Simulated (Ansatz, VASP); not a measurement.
**Si3N4 in VASP and in Ansatz**

```xyz
14
Lattice="-3.2374 3.2374 3.2374 3.2374 -3.2374 3.2374 3.2374 3.2374 -3.2374" Properties=species:S:1:pos:R:3 pbc="T T T"
Si    2.4280    3.2374   -1.6187
Si   -1.6187    2.4280    3.2374
Si    0.8093    3.2374    1.6187
Si    1.6187    0.8093    3.2373
Si    3.2374   -1.6187    2.4280
Si    3.2374    1.6187    0.8093
N     1.8220    1.8220    1.8220
N     0.2033   -0.2033    3.0340
N     1.4154    4.6527   -1.4154
N     3.0340    0.2033   -0.2033
N    -1.4154    1.4154    4.6527
N     0.2033    0.2033    0.2033
N     4.6527   -1.4154    1.4154
N    -0.2033    3.0340    0.2033
```

Alike in both runs: task electric field gradients; functional r2SCAN; k mesh 6 × 6 × 6; occupations fermi-dirac, width 0.02 eV; no spin polarisation.

```csv
,VASP,Ansatz
version,VASP 6.6.1,Ansatz 0.2.0
potentials or method,"VASP PAW PBE potentials, release 64 (Si, N)","plane-wave PAW, scalar-relativistic"
plane-wave cutoff (eV),520,500
valence electrons in the cell,64,64
```

|  | VASP | Ansatz | Ansatz less VASP |
| --- | --- | --- | --- |
| gap on the k mesh at the Fermi level (eV) | 4.69 | 4.69 | -0.001 |
| pressure (GPa) | -4.2 | -4.1 | +0.16 |
| rms of the force components (eV/Å) | 0.013 | 0.012 | -0.0007 |
| Vzz of the field gradient on the site that differs most (V/Å²) | -56.5 | -59.2 | -2.68 |

Atom by atom the forces differ by 0.001 eV/Å (rms over components).

Caveats: the PAW data sets were made with another functional, which shifts forces and pressure a little (VASP). A k mesh can miss the band edges. r2SCAN opens gaps a little over a GGA but as a rule still falls short of measured ones.
